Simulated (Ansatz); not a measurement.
Ta in Ansatz: convergence with smearing width

Input of the first run (smearing width 0.3 eV); the others differ in this setting and in those tied to it:

File input.yaml:

```yaml
crystal:
  lattice:
    - [2.9003720726, 0.0, 0.0]
    - [-1.4501860363, 2.5117958953, 0.0]
    - [0.0, 0.0, 5.166274]
  atoms:
    - { symbol: Ta, position: [0.3333333333, 0.6666666667, 0.25] }
    - { symbol: Ta, position: [0.6666666667, 0.3333333333, 0.75] }
hamiltonian:
  xc: pbesol
  pseudopotentials: { kind: paw }
kpoints:
  mp_grid: { grid: [9, 9, 5] }
scf:
  occupations: { method: gaussian, width: 0.3 }
output:
  forces: true
  stress: true
  eigenvalues: true
```

Potentials or basis: Ansatz PAW.

Launch:

```sh
$ ansatz run input.yaml --threads 2 --pin off --max-ram 5632MiB --backend cpu --events-out ev --progress --plain --runs-dir out
```

This isn't the form of Ta at room conditions, which is bcc.

Hardware: 2 threads of Arm Neoverse V2 (shared host).

| smearing width | energy less the tightest run, at zero smearing (meV/atom) | pressure (GPa) | SCF cycles | CPU time (s) | peak memory (GiB) |
| --- | --- | --- | --- | --- | --- |
| 0.3 eV | -1.35 | -6.82 | 6 | 1.4 | 0.28 |
| 0.2 eV | -0.07 | -6.97 | 6 | 1.3 | 0.28 |
| 0.15 eV | 0.37 | -7.01 | 6 | 1.3 | 0.28 |
| 0.1 eV | 0.54 | -7.05 | 6 | 1.3 | 0.28 |
| 0.05 eV | 0.16 | -7.11 | 6 | 1.4 | 0.28 |
| 0.025 eV | 0.02 | -7.11 | 6 | 1.1 | 0.28 |
| 0.01 eV | -0.01 | -7.11 | 6 | 1.1 | 0.28 |
| 0.005 eV | 0.00 | -7.11 | 6 | 1.1 | 0.28 |

Against the tightest run, the energy stays within 1 meV/atom from 0.2 eV on; the pressure stays within 0.1 GPa from 0.1 eV on. Narrower smearing needs a denser k mesh, so at a fixed mesh the narrowest width isn't the most accurate. The tightest run that finished is the yardstick and may itself not be fully converged.

Caveat, for the tightest run too: the PAW data sets come from PBE, with cores solved anew for the run's functional, which leaves a small shift of forces and pressure. Spin-orbit coupling is left out, which matters for the levels of Ta.
